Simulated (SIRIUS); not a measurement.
**Ta: equation of state with LDA**

**Experimental background.**

From “Refinement of the equation of state of tantalum”, 2004, arxiv:cond-mat/0403080, for a bulk crystal of Ta: bulk modulus 194 GPa.

Crystal: Ta.

```
Ta
1.0
    -1.65128    1.65128    1.65128
     1.65128   -1.65128    1.65128
     1.65128    1.65128   -1.65128
Ta
1
Direct
  0.00000 0.00000 0.00000
```

- Program: SIRIUS 7.12.0
- Task: equation of state
- Functional: LDA
- Potentials or basis: all-electron FP-LAPW
- Cutoff: 170 eV
- Basis: apw+lo standard
- k mesh: 11 × 11 × 11
- Occupations: fermi-dirac, width 0.05 eV
- Spin: no spin polarisation
- Muffin tin radii: Ta 2.6 bohr
- Basis cutoff (gk_cutoff): 3.54 1/bohr
- Cutoff of density and potential (pw_cutoff): 20 1/bohr
- lmax of the basis: 11
- lmax of density and potential: 8
- Valence relativity: iora
- Core states: Ta 1s2s2p3s3p3d4s4p4d
- Local orbitals (radial functions): Ta 17
- Smallest sphere radius times basis cutoff: 9.2

```
Equilibrium volume                      : 17.19 Å³/atom
Bulk modulus                            : 226 GPa
Pressure derivative of the bulk modulus : 4.3 (rough: it moves with the points fitted)
```

Energy against volume, from the lowest point:
```
volume (Å³/atom)  energy (meV/atom)
          16.930               2.38
          17.290               0.00
          17.650               7.94
          18.010              24.95
          18.371              50.48
          18.731              83.46
          19.091             122.78
```

All runs of the series together: 4 min on 1 thread of Arm Neoverse V2, on a shared host.

Measured bulk modulus of Ta: 194 GPa (quoted in “Refinement of the equation of state of tantalum”, 2004, arxiv:cond-mat/0403080). This calculation gives 226 GPa (+16.7 %). The fit is for a static lattice scaled at fixed shape and fixed fractional positions.

Spin-orbit coupling is left out, which matters for the levels of Ta. LDA usually gives volumes a few per cent too small.
